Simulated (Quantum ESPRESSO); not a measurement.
# WS2 (R3m) in Quantum ESPRESSO: a series of runs

The runs below take WS2 through single point, equation of state, band structure, with r2SCAN.

Everything below comes from runs of Quantum ESPRESSO 7.5. Logs are shortened: lines on timing, memory, paths and dates and some standing lists are left out, and cuts for length are marked.

### Step 1. Starting point

Symmetry: R3m, No. 160, trigonal system. Conventional cell: a = 3.158 Å, b = 3.158 Å, c = 18.490 Å, α = 90.00°, β = 90.00°, γ = 120.00°. W (site symmetry 3m) has 6 S at 2.39 to 2.42 Å as nearest neighbours. S (site symmetry 3m) is surrounded by 3 W at 2.42 Å. S (site symmetry 3m) has 3 W at 2.39 Å as nearest neighbours.

Measurements of this composition are mostly on another form, of space group No. 194.

### Step 2. Single point, r2SCAN, 16.68 Å³/atom

Contents of pw.in:

```
&CONTROL
  calculation = 'scf'
  prefix = 'pwscf'
  outdir = './tmp'
  pseudo_dir = './pseudo'
  tstress = .true.
  disk_io = 'nowf'
/
&SYSTEM
  ibrav = 0
  nat = 3
  ntyp = 2
  ecutwfc = 75
  nbnd = 28
  input_dft = 'r2scan'
  occupations = 'smearing'
  smearing = 'fd'
  degauss = 0.00367493
  nosym = .true.
  nr1 = 72
  nr2 = 72
  nr3 = 72
/
&ELECTRONS
  conv_thr = 1d-08
  electron_maxstep = 120
  mixing_beta = 0.5
/
ATOMIC_SPECIES
W    183.8400 W_ONCV_PBE-1.2.upf
S     32.0600 S_ONCV_PBE-1.2.upf
CELL_PARAMETERS angstrom
   1.5467664657    0.8930260354    6.0375157167
  -1.5467664657    0.8930260354    6.0375157167
   0.0000000000   -1.7860520706    6.0375157167
ATOMIC_POSITIONS crystal
W      0.0000000000    0.0000000000    0.0000000000
S      0.5810000000    0.5810000000    0.5810000000
S      0.7503000000    0.7503000000    0.7503000000
K_POINTS automatic
4 4 4 0 0 0
```

Potentials or basis: SG15 PBE 1.2.

The run is started by

```console
$ OMP_NUM_THREADS=1 mpirun -n 4 pw.x -nk 2 -in pw.in > pw.out
```

pw.out:

```text
This program is part of the open-source Quantum ESPRESSO suite
     for quantum simulation of materials; please cite
         "P. Giannozzi et al., J. Phys.:Condens. Matter 21 395502 (2009);
         "P. Giannozzi et al., J. Phys.:Condens. Matter 29 465901 (2017);
         "P. Giannozzi et al., J. Chem. Phys. 152 154105 (2020);
     in publications or presentations arising from this work. More details at

     IMPORTANT: XC functional enforced from input :
     Exchange-correlation= R2SCAN
                           (   0   0   0   0   0 497 498)
     Any further DFT definition will be discarded
     Please, verify this is what you really want

     K-points division:     npool     =       2
     Subspace diagonalization in iterative solution of the eigenvalue problem:
     a serial algorithm will be used

     --------------------
     sticks:   dense  smooth     PW     G-vecs:    dense   smooth      PW
     Min         803     803    245                14803    14803    2516
     Max         804     804    246                14804    14804    2517
     Sum        1607    1607    491                29607    29607    5033

     Using Slab Decomposition

     bravais-lattice index     =            0
     lattice parameter (alat)  =      11.8980  a.u.
     unit-cell volume          =     337.6720 (a.u.)^3
     number of atoms/cell      =            3
     number of atomic types    =            2
     number of electrons       =        40.00
     number of Kohn-Sham states=           28
     kinetic-energy cutoff     =      75.0000  Ry
     charge density cutoff     =     300.0000  Ry
     scf convergence threshold =      1.0E-08
     mixing beta               =       0.5000
     number of iterations used =            8  plain     mixing
     Exchange-correlation= R2SCAN
                           (   0   0   0   0   0 497 498)

     celldm(1)=  11.898010  celldm(2)=   0.000000  celldm(3)=   0.000000
     celldm(4)=   0.000000  celldm(5)=   0.000000  celldm(6)=   0.000000

     crystal axes: (cart. coord. in units of alat)
               a(1) = (   0.245668   0.141837   0.958921 )
               a(2) = (  -0.245668   0.141837   0.958921 )
               a(3) = (   0.000000  -0.283673   0.958921 )

     reciprocal axes: (cart. coord. in units 2 pi/alat)
               b(1) = (  2.035264  1.175060  0.347613 )
               b(2) = ( -2.035264  1.175060  0.347613 )
               b(3) = (  0.000000 -2.350120  0.347613 )

     PseudoPot. # 1 for W  read from file:
     W_ONCV_PBE-1.2.upf
     Pseudo is Norm-conserving, Zval = 28.0
     Generated using ONCVPSP code by D. R. Hamann
     Using radial grid of  602 points,  8 beta functions with:
                l(1) =   0
                l(2) =   0
                l(3) =   1
                l(4) =   1
                l(5) =   2
                l(6) =   2
                l(7) =   3
                l(8) =   3

     PseudoPot. # 2 for S  read from file:
     S_ONCV_PBE-1.2.upf
     Pseudo is Norm-conserving, Zval =  6.0
     Generated using ONCVPSP code by D. R. Hamann
     Using radial grid of  602 points,  4 beta functions with:
                l(1) =   0
                l(2) =   0
                l(3) =   1
                l(4) =   1

     atomic species   valence    mass     pseudopotential
     W                28.00   183.84000     W ( 1.00)
     S                 6.00    32.06000     S ( 1.00)

     No symmetry found

   Cartesian axes

     site n.     atom                  positions (alat units)
         1        W      tau(   1) = (   0.0000000   0.0000000   0.0000000  )
         2        S      tau(   2) = (   0.0000000   0.0000000   1.6713992  )
         3        S      tau(   3) = (  -0.0000000   0.0000000   2.1584352  )

     number of k points=    36  Fermi-Dirac smearing, width (Ry)=  0.0037
                       cart. coord. in units 2pi/alat
        k(    1) = (   0.0000000   0.0000000   0.0000000), wk =   0.0312500
        k(    2) = (   0.0000000  -0.5875301   0.0869032), wk =   0.0625000
        k(    3) = (   0.0000000   1.1750601  -0.1738065), wk =   0.0312500
        k(    4) = (  -0.5088160   0.2937650   0.0869032), wk =   0.0625000
        k(    5) = (  -0.5088160  -0.2937650   0.1738065), wk =   0.0625000
        k(    6) = (  -0.5088160   1.4688252  -0.0869032), wk =   0.0625000
[... 28 lines left out ...]
        k(   35) = (   0.0000000  -1.7625902  -0.2607097), wk =   0.0625000
        k(   36) = (   0.0000000   0.0000000  -0.5214194), wk =   0.0312500

     Dense  grid:    29607 G-vectors     FFT dimensions: (  72,  72,  72)

     WARNING: libxc functional with ID  497 depends
      on external parameters: check the user_guide of
      QE if you need to modify them or to check their
      default values.

     WARNING: libxc functional with ID  498 depends
      on external parameters: check the user_guide of
      QE if you need to modify them or to check their
      default values.

     Initial potential from superposition of free atoms

     starting charge      39.9123, renormalised to      40.0000
     Starting wfcs are random

     Self-consistent Calculation

     iteration #  1     ecut=    75.00 Ry     beta= 0.50
     Davidson diagonalization with overlap
     ethr =  1.00E-02,  avg # of iterations = 10.7

     total energy              =    -583.65468491 Ry
     estimated scf accuracy    <      49.17633831 Ry
[... 64 lines left out ...]
     iteration # 11     ecut=    75.00 Ry     beta= 0.50
     Davidson diagonalization with overlap
     ethr =  1.41E-10,  avg # of iterations =  1.1

     End of self-consistent calculation

          k = 0.0000 0.0000 0.0000 (  3661 PWs)   bands (ev):

   -59.8484 -23.8569 -23.6142 -23.6142 -11.3290 -11.3193 -11.3193 -11.2905
   -11.2506 -11.2506 -11.2319  -0.2321   1.9833   8.3152  12.6778  12.6778
    14.0702  14.0702  14.9324  15.2306  19.0219  19.0219  19.4622  19.4622
    22.3132  25.4348  26.0083  27.5114

          k = 0.0000-0.5875 0.0869 (  3710 PWs)   bands (ev):

   -59.8347 -23.8463 -23.8118 -23.6677 -11.3210 -11.3186 -11.3142 -11.3020
   -11.2564 -11.2518 -11.2270   0.8470   2.2734   9.3591  10.9734  11.8278
    12.8292  13.7167  14.5413  14.8287  18.1005  18.8173  19.8066  20.3129
    24.2801  25.5542  26.2828  27.4729

          k = 0.0000 1.1751-0.1738 (  3710 PWs)   bands (ev):

   -59.8211 -24.0703 -23.7665 -23.7207 -11.3227 -11.3134 -11.3092 -11.3082
   -11.2620 -11.2527 -11.2219   2.2845   2.6317   8.6650  10.1968  10.8127
    12.0032  13.8188  14.6779  14.7199  19.0177  19.3697  20.6713  20.8121
    21.7042  23.7975  24.7309  27.1211

          k =-0.5088 0.2938 0.0869 (  3710 PWs)   bands (ev):

   -59.8347 -23.8463 -23.8118 -23.6677 -11.3210 -11.3186 -11.3142 -11.3020
   -11.2564 -11.2518 -11.2270   0.8470   2.2734   9.3591  10.9734  11.8278
    12.8292  13.7167  14.5413  14.8287  18.1005  18.8173  19.8066  20.3129
    24.2801  25.5542  26.2828  27.4727

          k =-0.5088-0.2938 0.1738 (  3696 PWs)   bands (ev):

   -59.8347 -23.8463 -23.8118 -23.6677 -11.3210 -11.3186 -11.3142 -11.3020
   -11.2564 -11.2518 -11.2270   0.8868   2.2068   9.4979  11.0099  11.7532
    12.8792  13.6677  14.1856  14.9735  18.2762  18.6422  19.7873  20.5198
    24.3527  25.2616  26.3294  27.4554

          k =-0.5088 1.4688-0.0869 (  3709 PWs)   bands (ev):

   -59.8211 -23.9866 -23.8079 -23.7665 -11.3202 -11.3135 -11.3116 -11.3080
   -11.2598 -11.2555 -11.2222   2.2859   2.6229   9.5577   9.9724  11.2570
    12.0062  12.2805  13.7415  15.1595  18.4795  19.4769  19.7606  21.6389
    23.5417  25.2117  25.8058  27.2640

          k =-0.5088 0.8813-0.0000 (  3706 PWs)   bands (ev):

   -59.8211 -23.9866 -23.8079 -23.7665 -11.3202 -11.3135 -11.3116 -11.3080
   -11.2598 -11.2555 -11.2222   2.2333   2.6836   9.4569   9.9647  11.2667
    12.2013  12.2417  13.8069  15.1870  18.1447  19.4943  19.6152  21.7505
    23.9464  24.9365  26.3547  27.0676

          k = 1.0176-0.5875-0.1738 (  3710 PWs)   bands (ev):

   -59.8211 -24.0703 -23.7665 -23.7207 -11.3227 -11.3134 -11.3092 -11.3082
   -11.2620 -11.2527 -11.2219   2.2845   2.6317   8.6650  10.1968  10.8127
    12.0032  13.8188  14.6779  14.7199  19.0177  19.3697  20.6713  20.8121
    21.7042  23.7975  24.7309  27.1211

          k = 1.0176-1.1751-0.0869 (  3709 PWs)   bands (ev):

   -59.8211 -23.9866 -23.8079 -23.7665 -11.3202 -11.3135 -11.3116 -11.3080
   -11.2598 -11.2556 -11.2222   2.2859   2.6229   9.5577   9.9724  11.2570
    12.0062  12.2805  13.7415  15.1595  18.4795  19.4769  19.7606  21.6389
    23.5417  25.2117  25.8058  27.2640
[... 10 lines left out ...]
   -59.8347 -23.8463 -23.8118 -23.6677 -11.3210 -11.3186 -11.3142 -11.3020
   -11.2564 -11.2518 -11.2270   0.8470   2.2734   9.3591  10.9734  11.8278
    12.8292  13.7167  14.5413  14.8287  18.1005  18.8173  19.8066  20.3129
    24.2801  25.5541  26.2828  27.4727

          k = 0.5088-0.2938 0.1738 (  3696 PWs)   bands (ev):

   -59.8347 -23.8463 -23.8118 -23.6677 -11.3210 -11.3186 -11.3142 -11.3020
   -11.2564 -11.2518 -11.2270   0.8868   2.2068   9.4979  11.0099  11.7532
    12.8792  13.6677  14.1856  14.9735  18.2762  18.6422  19.7873  20.5198
    24.3527  25.2616  26.3294  27.4554
[... 38 lines left out ...]
   -59.8211 -24.0703 -23.7665 -23.7207 -11.3227 -11.3134 -11.3092 -11.3082
   -11.2620 -11.2527 -11.2219   2.3232   2.5833   8.7432  10.0982  10.9619
    12.0470  13.4668  14.5649  14.8549  18.9881  19.4763  20.4035  21.0944
    21.8854  24.1859  25.2711  26.7877

          k = 1.5264-0.2938-0.0869 (  3709 PWs)   bands (ev):

   -59.8211 -23.9866 -23.8079 -23.7665 -11.3202 -11.3135 -11.3116 -11.3080
   -11.2598 -11.2556 -11.2222   2.2859   2.6229   9.5577   9.9724  11.2570
    12.0062  12.2805  13.7415  15.1595  18.4795  19.4769  19.7606  21.6389
    23.5417  25.2117  25.8058  27.2639

          k = 1.5264-0.8813 0.0000 (  3699 PWs)   bands (ev):

   -59.8347 -23.8463 -23.8118 -23.6677 -11.3210 -11.3186 -11.3142 -11.3020
   -11.2564 -11.2518 -11.2270   1.0029   2.0332   9.8883  10.9723  11.5064
    12.8472  13.6962  13.9656  14.9031  18.7237  18.7567  19.5851  20.4049
    24.3782  25.5013  26.4110  27.4807
[... 17 lines left out ...]
   -59.8211 -23.9866 -23.8079 -23.7665 -11.3202 -11.3135 -11.3116 -11.3080
   -11.2598 -11.2555 -11.2222   2.2333   2.6836   9.4569   9.9647  11.2667
    12.2013  12.2417  13.8069  15.1870  18.1447  19.4943  19.6152  21.7505
    23.9464  24.9365  26.3547  27.0676

          k = 1.0176-0.5875 0.0869 (  3721 PWs)   bands (ev):

   -59.8211 -24.0703 -23.7665 -23.7207 -11.3227 -11.3134 -11.3092 -11.3082
   -11.2620 -11.2527 -11.2219   2.3232   2.5833   8.7432  10.0982  10.9619
    12.0470  13.4668  14.5649  14.8549  18.9881  19.4763  20.4035  21.0944
    21.8854  24.1859  25.2711  26.7877
[... 10 lines left out ...]
   -59.8211 -24.0703 -23.7665 -23.7207 -11.3227 -11.3134 -11.3092 -11.3082
   -11.2620 -11.2527 -11.2219   2.3232   2.5833   8.7432  10.0982  10.9619
    12.0470  13.4668  14.5649  14.8549  18.9881  19.4763  20.4035  21.0944
    21.8854  24.1859  25.2711  26.7878

          k =-1.0176-0.5875-0.1738 (  3710 PWs)   bands (ev):

   -59.8211 -24.0703 -23.7665 -23.7207 -11.3227 -11.3134 -11.3092 -11.3082
   -11.2620 -11.2527 -11.2219   2.2845   2.6317   8.6650  10.1968  10.8127
    12.0032  13.8188  14.6779  14.7199  19.0177  19.3697  20.6713  20.8121
    21.7042  23.7975  24.7309  27.1211

          k =-1.0176-1.1751-0.0869 (  3709 PWs)   bands (ev):

   -59.8211 -23.9866 -23.8079 -23.7665 -11.3202 -11.3135 -11.3116 -11.3080
   -11.2598 -11.2556 -11.2222   2.2859   2.6229   9.5577   9.9724  11.2570
    12.0062  12.2805  13.7415  15.1595  18.4795  19.4769  19.7606  21.6389
    23.5417  25.2117  25.8058  27.2640

          k =-1.0176 0.5875-0.3476 (  3718 PWs)   bands (ev):

   -59.8211 -24.0703 -23.7665 -23.7207 -11.3227 -11.3134 -11.3092 -11.3082
   -11.2620 -11.2527 -11.2219   2.3855   2.5116   8.8277   9.9974  11.1447
    12.0938  13.1247  14.4518  14.9462  18.9650  19.5208  20.1911  21.3916
    22.4042  24.1658  25.4233  26.9015

          k =-1.5264-0.2938-0.0869 (  3709 PWs)   bands (ev):

   -59.8211 -23.9866 -23.8079 -23.7665 -11.3202 -11.3135 -11.3116 -11.3080
   -11.2598 -11.2555 -11.2222   2.2859   2.6229   9.5577   9.9724  11.2570
    12.0062  12.2805  13.7415  15.1595  18.4795  19.4769  19.7606  21.6389
    23.5417  25.2117  25.8058  27.2639

          k =-1.5264-0.8813 0.0000 (  3699 PWs)   bands (ev):

   -59.8347 -23.8463 -23.8118 -23.6677 -11.3210 -11.3186 -11.3142 -11.3020
   -11.2564 -11.2518 -11.2270   1.0029   2.0332   9.8883  10.9723  11.5064
    12.8472  13.6962  13.9656  14.9031  18.7237  18.7567  19.5851  20.4049
    24.3782  25.5013  26.4110  27.4807

          k =-1.5264 0.8813-0.2607 (  3684 PWs)   bands (ev):

   -59.8347 -23.8463 -23.8118 -23.6677 -11.3210 -11.3186 -11.3142 -11.3020
   -11.2564 -11.2518 -11.2270   1.0624   1.9485  10.1074  10.9965  11.3738
    12.8998  13.6444  13.7005  14.9682  18.5951  18.9883  19.4646  20.5990
    24.2544  25.4758  26.2701  28.0656

          k =-1.5264 0.2938-0.1738 (  3710 PWs)   bands (ev):

   -59.8211 -23.9866 -23.8079 -23.7665 -11.3202 -11.3135 -11.3116 -11.3080
   -11.2598 -11.2556 -11.2222   2.3713   2.5294   9.6534   9.9837  11.4790
    11.6546  12.1526  13.8031  15.1319  18.8927  19.4101  19.7708  21.5861
    23.5346  24.4801  26.2097  27.4977

          k = 0.0000-1.1751-0.3476 (  3718 PWs)   bands (ev):

   -59.8211 -24.0703 -23.7665 -23.7207 -11.3227 -11.3134 -11.3092 -11.3082
   -11.2620 -11.2527 -11.2219   2.3855   2.5116   8.8277   9.9974  11.1447
    12.0938  13.1247  14.4518  14.9462  18.9650  19.5208  20.1911  21.3916
    22.4042  24.1658  25.4233  26.9012

          k = 0.0000-1.7626-0.2607 (  3684 PWs)   bands (ev):

   -59.8347 -23.8463 -23.8118 -23.6677 -11.3210 -11.3186 -11.3142 -11.3020
   -11.2564 -11.2518 -11.2270   1.0624   1.9485  10.1074  10.9965  11.3738
    12.8998  13.6444  13.7005  14.9682  18.5951  18.9883  19.4646  20.5990
    24.2544  25.4758  26.2701  28.0657

          k = 0.0000 0.0000-0.5214 (  3662 PWs)   bands (ev):

   -59.8484 -23.8570 -23.6142 -23.6142 -11.3290 -11.3193 -11.3193 -11.2905
   -11.2506 -11.2506 -11.2319   0.0300   1.4794   9.4806  12.4034  12.6606
    12.6606  14.1060  14.1060  16.6420  19.1565  19.1565  19.2744  19.2744
    22.4104  25.8964  27.2589  27.2590

     the Fermi energy is    17.3173 ev

!    total energy              =    -583.92009629 Ry
     estimated scf accuracy    <          8.5E-09 Ry
     smearing contrib. (-TS)   =      -0.00000000 Ry
     internal energy E=F+TS    =    -583.92009628 Ry

     The total energy is F=E-TS. E is the sum of the following terms:
     one-electron contribution =    -454.91446691 Ry
     hartree contribution      =     253.71183548 Ry
     xc contribution           =     -50.90960820 Ry
     ewald contribution        =    -331.80785664 Ry

     convergence has been achieved in  11 iterations

     Computing stress (Cartesian axis) and pressure

          total   stress  (Ry/bohr**3)                   (kbar)     P=      104.65
   0.00071061  -0.00000000  -0.00000000          104.53       -0.00       -0.00
  -0.00000000   0.00071060  -0.00000000           -0.00      104.53       -0.00
  -0.00000000  -0.00000000   0.00071300           -0.00       -0.00      104.89

=------------------------------------------------------------------------------=
   JOB DONE.
=------------------------------------------------------------------------------=
```

Run time: 4.3 min. Hardware: 4 MPI ranks of Arm Neoverse V2, shared host; peak memory 0.48 GiB.

Results:

```
Free energy            : -7944.6376 eV
Pressure               : 10.5 GPa
Band gap on the k mesh : 1.46 eV, indirect (least direct gap 2.51 eV)
```

Caveat: the k mesh is coarse (spacing up to 0.59 Å⁻¹), so the values aren't converged; the potentials were made for another functional, which shifts forces and pressure; spin-orbit coupling is left out, which moves the levels of the heavy elements.

### Step 3. Single point, r2SCAN, 17.03 Å³/atom

pw.in: that of step 2 with these lines changed.

```diff
@@ -32,5 +32,5 @@
 CELL_PARAMETERS angstrom
-   1.5467664657    0.8930260354    6.0375157167
-  -1.5467664657    0.8930260354    6.0375157167
-   0.0000000000   -1.7860520706    6.0375157167
+   1.5576595461    0.8993151583    6.0800348339
+  -1.5576595461    0.8993151583    6.0800348339
+   0.0000000000   -1.7986303165    6.0800348339
 ATOMIC_POSITIONS crystal
```

Potentials or basis: SG15 PBE 1.2.

The run is started by

```console
$ OMP_NUM_THREADS=1 mpirun -n 4 pw.x -nk 2 -in pw.in > pw.out
```

It took 4.7 min on 4 MPI ranks of Arm Neoverse V2, shared host; peak memory 0.48 GiB.

It converged, with:

```
Free energy            : -7944.6930 eV
Pressure               : 6.2 GPa
Band gap on the k mesh : 1.46 eV, indirect (least direct gap 2.48 eV)
```

Caveat: the k mesh is coarse (spacing up to 0.59 Å⁻¹), so the values aren't converged; the potentials were made for another functional, which shifts forces and pressure; spin-orbit coupling is left out, which moves the levels of the heavy elements.

### Step 4. Single point, r2SCAN, 17.39 Å³/atom

pw.in: that of step 3 with these lines changed.

```diff
@@ -32,5 +32,5 @@
 CELL_PARAMETERS angstrom
-   1.5576595461    0.8993151583    6.0800348339
-  -1.5576595461    0.8993151583    6.0800348339
-   0.0000000000   -1.7986303165    6.0800348339
+   1.5684023653    0.9055175278    6.1219674337
+  -1.5684023653    0.9055175278    6.1219674337
+   0.0000000000   -1.8110350555    6.1219674337
 ATOMIC_POSITIONS crystal
```

The run is started by

```console
$ OMP_NUM_THREADS=1 mpirun -n 4 pw.x -nk 2 -in pw.in > pw.out
```

Wall time 4.6 min (4 MPI ranks of Arm Neoverse V2, shared host); peak memory 0.48 GiB.

It converged, with:

- Free energy: -7944.7212 eV
- Pressure: 2.3 GPa
- Band gap on the k mesh: 1.46 eV, indirect (least direct gap 2.44 eV)

Caveat: the k mesh is coarse (spacing up to 0.58 Å⁻¹), so the values aren't converged; the potentials were made for another functional, which shifts forces and pressure; spin-orbit coupling is left out, which moves the levels of the heavy elements.

### Step 5. Single point, r2SCAN, 17.74 Å³/atom

pw.in: that of step 4 with these lines changed.

```diff
@@ -32,5 +32,5 @@
 CELL_PARAMETERS angstrom
-   1.5684023653    0.9055175278    6.1219674337
-  -1.5684023653    0.9055175278    6.1219674337
-   0.0000000000   -1.8110350555    6.1219674337
+   1.5790000000    0.9116360751    6.1633333333
+  -1.5790000000    0.9116360751    6.1633333333
+   0.0000000000   -1.8232721501    6.1633333333
 ATOMIC_POSITIONS crystal
```

The run is started by

```console
$ OMP_NUM_THREADS=1 mpirun -n 4 pw.x -nk 2 -in pw.in > pw.out
```

Run time: 4.8 min. Hardware: 4 MPI ranks of Arm Neoverse V2, shared host; peak memory 0.48 GiB.

The run converged. Its results:

```
Free energy            : -7944.7250 eV
Pressure               : -1.2 GPa
Band gap on the k mesh : 1.46 eV, indirect (least direct gap 2.40 eV)
```

Caveat: the k mesh is coarse (spacing up to 0.58 Å⁻¹), so the values aren't converged; the potentials were made for another functional, which shifts forces and pressure; spin-orbit coupling is left out, which moves the levels of the heavy elements.

### Step 6. Single point, r2SCAN, 18.10 Å³/atom

pw.in: that of step 5 with these lines changed.

```diff
@@ -32,5 +32,5 @@
 CELL_PARAMETERS angstrom
-   1.5790000000    0.9116360751    6.1633333333
-  -1.5790000000    0.9116360751    6.1633333333
-   0.0000000000   -1.8232721501    6.1633333333
+   1.5894572584    0.9176735760    6.2041512999
+  -1.5894572584    0.9176735760    6.2041512999
+   0.0000000000   -1.8353471520    6.2041512999
 ATOMIC_POSITIONS crystal
```

Potentials or basis: SG15 PBE 1.2.

The run is started by

```console
$ OMP_NUM_THREADS=1 mpirun -n 4 pw.x -nk 2 -in pw.in > pw.out
```

It took 5 min on 4 MPI ranks of Arm Neoverse V2, shared host; peak memory 0.48 GiB.

Results (log left out):

* Free energy: -7944.7069 eV
* Pressure: -4.3 GPa
* Band gap on the k mesh: 1.46 eV, indirect (least direct gap 2.36 eV)

Caveat: the k mesh is coarse (spacing up to 0.58 Å⁻¹), so the values aren't converged; the potentials were made for another functional, which shifts forces and pressure; spin-orbit coupling is left out, which moves the levels of the heavy elements.

(Continued in part 2 of 2.)
